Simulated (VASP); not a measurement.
SrO (rocksalt): one r²SCAN single-point calculation in two programs

```
Sr O
1.0
     0.00000    2.57989    2.57989
     2.57989    0.00000    2.57989
     2.57989    2.57989    0.00000
Sr O
1 1
Direct
  0.00000 0.00000 0.00000
  0.50000 0.50000 0.50000
```

Each program uses its own PAW datasets. VASP's cell holds 16 valence electrons and Ansatz's 16. Ansatz's stress includes a Pulay correction; VASP's doesn't.

Cutoffs: 520 eV in VASP, 500 eV in Ansatz. k meshes: 8×8×8 and 8×8×8.

|  | VASP | Ansatz |
| --- | --- | --- |
| gap between bands v and c | 3.75 eV | 3.80 eV |
| least direct gap | 3.84 eV | 3.88 eV |
| pressure | 0.5 GPa | 0.0 GPa |

Band v is the last that the valence electrons fill when counted band by band, and c is the next. Levels in eV from the top of v, Ansatz:

```csv
point,v−1,v,c,c+1
Γ,0.00,0.00,4.59,6.82
X,-0.08,-0.08,3.80,8.49
K,-0.55,-0.45,5.31,8.47
L,-1.08,-1.08,7.11,8.95
W,-0.41,-0.41,6.56,6.56
```

VASP:

```tsv
point	v−1	v	c	c+1
Γ	0.00	0.00	4.58	6.75
X	-0.09	-0.09	3.75	8.44
K	-0.57	-0.48	5.27	8.45
L	-1.11	-1.11	7.07	8.99
W	-0.44	-0.44	6.53	6.53
```
